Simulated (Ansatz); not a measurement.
## Tm (fcc)

Computed with Ansatz (plane waves, PAW, 420 eV cutoff): PBE with spin–orbit coupling, two-component spinors, 14×14×14 k-mesh, Gaussian smearing of 0.05 eV. The datasets are Ansatz's generated set soft_2.

```xyz
1
Lattice="0.0000 2.5780 2.5780 2.5780 0.0000 2.5780 2.5780 2.5780 0.0000" Properties=species:S:1:pos:R:3 pbc="T T T"
Tm    0.0000    0.0000    0.0000
```

At room temperature and ambient pressure Tm is hcp.

Magnetic state: ferromagnetic, site spin moments Tm 0.18 μB, along [001] (Cartesian), which lowers the symmetry.

**Question.** Which orbitals carry the states at the Fermi level, and how many states are there?

**Answer.** Within 0.1 eV of it: Tm 4f 79 %, Tm 5d 20 % (shares among the projected shells). The Fermi level sits on a steep edge: the density of states is 7.5, 4.5 and 2.3 states/eV per cell at −0.1, 0 and +0.1 eV.

Density of states (tetrahedra, averaged over 0.3 eV; states/eV per cell of 1 atom; energy in eV from the Fermi level):

```
E (eV)   DOS
 -5.20   0.0
 -4.90   0.1
 -4.60   0.1
 -4.30   0.1
 -4.00   0.2
 -3.70   0.2
 -3.40   0.2
 -3.10   0.3
 -2.80   0.3
 -2.50   0.4
 -2.20   0.5
 -1.90   5.9
 -1.60  12.1
 -1.30   7.3
 -1.00   1.0
 -0.70   6.5
 -0.40   4.9
 -0.10  10.1
  0.20   5.2
  0.50   2.1
  0.80   1.3
  1.10   1.7
  1.40   1.9
  1.70   1.4
  2.00   0.9
  2.30   0.8
  2.60   0.8
  2.90   1.3
  3.20   1.4
  3.50   1.8
  3.80   1.2
  4.10   1.0
  4.40   0.9
  4.70   0.8
  5.00   1.0
  5.30   1.0
  5.60   1.6
  5.90   1.8
```

Of the 12.70 f electrons on Tm, 5.99 have j = 5/2 and 6.71 have j = 7/2, a share of 47 % in j = 5/2. Without spin–orbit coupling the share would be 6/14 = 43 %, in the jj limit 47 %, so the shell stands 98 % of the way to jj coupling.

Site moments are of spin, integrated over Gaussian weights of 0.5 Å, which gives about a tenth less on f atoms than spheres do.

The open shells may stand above their lowest state, and forces and pressures are less sure for it.

On the Tm 4f shell the spin moment is 0.21 μB and the orbital moment 0.39 μB, parallel to it, 0.60 μB net (projected on atomic orbitals, along the moments' axis).
